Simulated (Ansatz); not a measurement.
# Zn started in the widest void in corundum Al2O3, 121 atoms, charge +1

Wanted: geometry, formation energy and gap levels of the defect, compared across PBEsol, HSE06 and r²SCAN.

Program: Ansatz 0.2.0, PAW, plane waves. These are calculated values, not measurements.

## (1) Starting point

121 atoms (48 Al, 72 O, 1 Zn); a = 9.548 Å, b = 9.548 Å, c = 13.014 Å, α = 90.00°, β = 90.00°, γ = 120.00°. All atoms were shaken off their sites by about 0.02 Å along each axis. Defect site 1: (0.496, 0.490, 0.500). Starting moments add up to 1 μB.

The runs, in order: (2) PBEsol relaxation at the single k point (¼, ¼, ¼), on 1 × NVIDIA GB300 Max-Q with 8 threads of Arm Neoverse-V2; (3) HSE06 single point at the single k point (¼, ¼, ¼), on 1 × NVIDIA GB300 Max-Q with 8 threads of Arm Neoverse-V2; (4) r²SCAN single point at the single k point (¼, ¼, ¼), on 1 × NVIDIA GB300 Max-Q with 8 threads of Arm Neoverse-V2.

## (2) Relaxation of the positions (PBEsol)

Contents of in.yaml:

```yaml
crystal:
  lattice:
    - [9.547862, 0.000000, 0.000000]
    - [-4.773931, 8.268691, 0.000000]
    - [0.000000, 0.000000, 13.013576]
  atoms:
    - { symbol: Al, position: [0.326953, 0.164949, 0.188269] }
    - { symbol: Al, position: [0.331198, 0.669712, 0.186571] }
    - { symbol: Al, position: [0.831119, 0.165192, 0.185398] }
    - { symbol: Al, position: [0.831688, 0.664409, 0.186369] }
    - { symbol: Al, position: [0.168878, 0.335645, 0.019286] }
    - { symbol: Al, position: [0.166474, 0.837769, 0.018431] }
    - { symbol: Al, position: [0.669104, 0.330319, 0.018190] }
    - { symbol: Al, position: [0.659522, 0.831044, 0.017698] }
    - { symbol: Al, position: [0.164913, 0.331649, 0.313615] }
    - { symbol: Al, position: [0.165140, 0.829841, 0.314391] }
    - { symbol: Al, position: [0.662374, 0.332488, 0.313914] }
    - { symbol: Al, position: [0.664689, 0.831302, 0.314323] }
    - { symbol: Al, position: [0.166213, 0.334918, 0.518216] }
    - { symbol: Al, position: [0.164201, 0.833829, 0.520360] }
    - { symbol: Al, position: [0.664308, 0.334285, 0.514721] }
    - { symbol: Al, position: [0.669211, 0.835335, 0.518709] }
    - { symbol: Al, position: [0.001898, 0.001500, 0.349350] }
    - { symbol: Al, position: [0.003023, 0.499473, 0.350513] }
    - { symbol: Al, position: [0.499468, 0.999900, 0.352003] }
    - { symbol: Al, position: [0.497977, 0.503017, 0.354048], spin: 0.111 }
    - { symbol: Al, position: [0.000083, 0.000439, 0.150614] }
    - { symbol: Al, position: [0.000241, 0.500955, 0.147730] }
    - { symbol: Al, position: [0.501658, 0.998685, 0.146224] }
    - { symbol: Al, position: [0.502140, 0.502639, 0.148992] }
    - { symbol: Al, position: [0.999916, 0.000205, 0.648845] }
    - { symbol: Al, position: [0.003728, 0.499011, 0.648958] }
    - { symbol: Al, position: [0.503476, 0.999676, 0.645311] }
    - { symbol: Al, position: [0.495635, 0.494925, 0.648937], spin: 0.111 }
    - { symbol: Al, position: [0.996810, 0.997785, 0.852845] }
    - { symbol: Al, position: [0.001458, 0.500729, 0.849257] }
    - { symbol: Al, position: [0.501984, 0.996618, 0.850714] }
    - { symbol: Al, position: [0.495574, 0.499634, 0.853728] }
    - { symbol: Al, position: [0.334089, 0.165336, 0.685090] }
    - { symbol: Al, position: [0.336094, 0.672523, 0.686753] }
    - { symbol: Al, position: [0.835424, 0.166000, 0.686051] }
    - { symbol: Al, position: [0.832243, 0.662299, 0.684600] }
    - { symbol: Al, position: [0.337614, 0.168327, 0.483172] }
    - { symbol: Al, position: [0.326247, 0.663084, 0.481533] }
    - { symbol: Al, position: [0.832640, 0.166950, 0.481722] }
    - { symbol: Al, position: [0.838295, 0.671399, 0.482481] }
    - { symbol: Al, position: [0.334250, 0.169391, 0.981083] }
    - { symbol: Al, position: [0.331411, 0.662287, 0.980287] }
    - { symbol: Al, position: [0.832455, 0.163391, 0.982748] }
    - { symbol: Al, position: [0.830881, 0.663908, 0.982138] }
    - { symbol: Al, position: [0.166820, 0.329754, 0.815344] }
    - { symbol: Al, position: [0.165439, 0.830285, 0.816536] }
    - { symbol: Al, position: [0.665313, 0.331846, 0.813970] }
    - { symbol: Al, position: [0.667272, 0.833393, 0.814062] }
    - { symbol: O, position: [0.156453, 0.000900, 0.249981] }
    - { symbol: O, position: [0.152023, 0.501981, 0.249982] }
    - { symbol: O, position: [0.653467, 0.006479, 0.249576] }
    - { symbol: O, position: [0.653887, 0.502394, 0.250079] }
    - { symbol: O, position: [0.334022, 0.015404, 0.084899] }
    - { symbol: O, position: [0.333715, 0.513119, 0.084878] }
    - { symbol: O, position: [0.839204, 0.017196, 0.080156] }
    - { symbol: O, position: [0.837404, 0.512399, 0.082086] }
    - { symbol: O, position: [0.998258, 0.154644, 0.246960] }
    - { symbol: O, position: [0.999109, 0.651549, 0.248927] }
    - { symbol: O, position: [0.496149, 0.152857, 0.250307] }
    - { symbol: O, position: [0.503609, 0.651429, 0.249588] }
    - { symbol: O, position: [0.344147, 0.345553, 0.248869] }
    - { symbol: O, position: [0.344425, 0.843354, 0.247820] }
    - { symbol: O, position: [0.850141, 0.350312, 0.249760] }
    - { symbol: O, position: [0.847057, 0.847382, 0.252381] }
    - { symbol: O, position: [0.184099, 0.167867, 0.082818] }
    - { symbol: O, position: [0.179303, 0.666337, 0.084486] }
    - { symbol: O, position: [0.678893, 0.166782, 0.084489] }
    - { symbol: O, position: [0.680251, 0.663582, 0.084031] }
    - { symbol: O, position: [0.183172, 0.018191, 0.584704] }
    - { symbol: O, position: [0.178700, 0.511232, 0.583140] }
    - { symbol: O, position: [0.680563, 0.010015, 0.585054] }
    - { symbol: O, position: [0.678809, 0.512630, 0.582370], spin: 0.111 }
    - { symbol: O, position: [0.168379, 0.179821, 0.416665] }
    - { symbol: O, position: [0.167290, 0.675152, 0.418622] }
    - { symbol: O, position: [0.663745, 0.179553, 0.418206] }
    - { symbol: O, position: [0.670165, 0.681274, 0.416211], spin: 0.111 }
    - { symbol: O, position: [0.014111, 0.335513, 0.415245] }
    - { symbol: O, position: [0.012718, 0.834906, 0.412869] }
    - { symbol: O, position: [0.512262, 0.333692, 0.419549], spin: 0.111 }
    - { symbol: O, position: [0.509575, 0.831309, 0.414475] }
    - { symbol: O, position: [0.017348, 0.183974, 0.918492] }
    - { symbol: O, position: [0.012821, 0.675624, 0.918173] }
    - { symbol: O, position: [0.513665, 0.183754, 0.919749] }
    - { symbol: O, position: [0.518101, 0.684733, 0.918621] }
    - { symbol: O, position: [0.998727, 0.343149, 0.749776] }
    - { symbol: O, position: [0.000222, 0.849449, 0.749668] }
    - { symbol: O, position: [0.499252, 0.347063, 0.750788] }
    - { symbol: O, position: [0.502355, 0.845335, 0.749339] }
    - { symbol: O, position: [0.486073, 0.321130, 0.083335] }
    - { symbol: O, position: [0.487526, 0.822466, 0.085790] }
    - { symbol: O, position: [0.988839, 0.319278, 0.083919] }
    - { symbol: O, position: [0.986907, 0.819555, 0.080636] }
    - { symbol: O, position: [0.487629, 0.170184, 0.581742] }
    - { symbol: O, position: [0.486980, 0.666260, 0.582828], spin: 0.111 }
    - { symbol: O, position: [0.982806, 0.165282, 0.584335] }
    - { symbol: O, position: [0.986997, 0.666933, 0.583802] }
    - { symbol: O, position: [0.335402, 0.322096, 0.585024], spin: 0.111 }
    - { symbol: O, position: [0.333877, 0.819548, 0.583754] }
    - { symbol: O, position: [0.834302, 0.321995, 0.585127] }
    - { symbol: O, position: [0.836375, 0.818758, 0.584398] }
    - { symbol: O, position: [0.318231, 0.490690, 0.418916], spin: 0.111 }
    - { symbol: O, position: [0.321390, 0.985481, 0.415908] }
    - { symbol: O, position: [0.818037, 0.482496, 0.414298] }
    - { symbol: O, position: [0.825099, 0.987298, 0.415394] }
    - { symbol: O, position: [0.320855, 0.333238, 0.916627] }
    - { symbol: O, position: [0.316968, 0.835372, 0.917577] }
    - { symbol: O, position: [0.818419, 0.335073, 0.917021] }
    - { symbol: O, position: [0.822710, 0.835695, 0.915683] }
    - { symbol: O, position: [0.351591, 0.002363, 0.751970] }
    - { symbol: O, position: [0.344980, 0.503571, 0.753203] }
    - { symbol: O, position: [0.844729, 0.000267, 0.751463] }
    - { symbol: O, position: [0.845941, 0.499774, 0.749341] }
    - { symbol: O, position: [0.151497, 0.154382, 0.751381] }
    - { symbol: O, position: [0.152856, 0.651366, 0.750355] }
    - { symbol: O, position: [0.649076, 0.150594, 0.749266] }
    - { symbol: O, position: [0.653694, 0.654771, 0.749507] }
    - { symbol: O, position: [0.170248, 0.490779, 0.915122] }
    - { symbol: O, position: [0.167837, 0.987822, 0.916365] }
    - { symbol: O, position: [0.670279, 0.489848, 0.917586] }
    - { symbol: O, position: [0.669250, 0.988607, 0.916351] }
    - { symbol: Zn, position: [0.494074, 0.489613, 0.499548], spin: 0.111 }
  symmetry: { detect: false }
kpoints:
  mp_grid: { grid: [1, 1, 1], shift: [0.25, 0.25, 0.25] }
hamiltonian:
  xc: pbesol
total_charge: 1
magnetization:
  spin_polarized: true
scf:
  occupations: { method: fermi_dirac, width: 0.01 }
relax:
  f_tol: 0.03
  max_steps: 80
  escape_saddle: false
  adjacent_minimum: "off"
output:
  forces: true
  eigenvalues: true
  populations: true
  charged_corrections: { epsilon: 10 }
```

The run is started by

```sh
> ansatz run in.yaml --threads 8 --pin off --max-ram 118750MiB --runs-dir r --events-out ev --progress --plain --backend cuda --devices 0,
```

The runs that follow: HSE06 on the final geometry; Single point with r²SCAN.

Before running it: what results should come out? Wanted: for each run, formation energy; host gap; top filled to lowest empty; moment.

**Answer**, as computed:

| level | time | formation energy (eV) | host gap (eV) | top filled to lowest empty (eV) | moment (μB) |
| --- | --- | --- | --- | --- | --- |
| PBEsol, relaxation | 26 s (GPU) | 4.77 | 6.03 | 0.72 | 1.00 |
| HSE06 | 73 s (GPU) | 3.95 | 8.00 | 2.25 | 1.00 |
| r²SCAN | 11 s (GPU) | 4.77 | 7.02 | 1.50 | 1.00 |

```
            quantity                              value
          relaxation  10 recorded steps, 5.87 eV gained
       largest shift                      0.41 Å (Al20)
largest local moment                     +0.37 μB on Al
```

**In words.** The relaxation lowers the energy by 5.87 eV; the largest shift is 0.41 Å (Al20). The formation energy at E_F = VBM goes from 4.77 eV (PBEsol) to 3.95 eV (HSE06), as the host gap goes from 6.03 to 8.00 eV. The reservoirs are the elements' reference phases; where the defect changes the composition, the value depends on that choice. r²SCAN puts 4 localised levels over 0.1 eV inside the gap, at 0.23 (filled), 0.32 (filled), 5.43 (filled), 6.92 (empty) eV, the tightest of them shared by about 6 atoms. Those within 0.2 eV of an edge lie within the error of lining up the edges. Exact exchange costs time: HSE06 ran about 6.4 times as long as r²SCAN on the same kind of device. The one k point lies off Γ, so the host's band edges aren't sampled; a defect level near or above the conduction edge can stay filled here though it would empty into the band on a fuller mesh. The host's edges were read at Γ, so band-like levels at this k point need not coincide with them. Finite-cell errors of some tenths of an eV remain in such numbers. The dielectric constant of 10 in the correction is an assumed value.
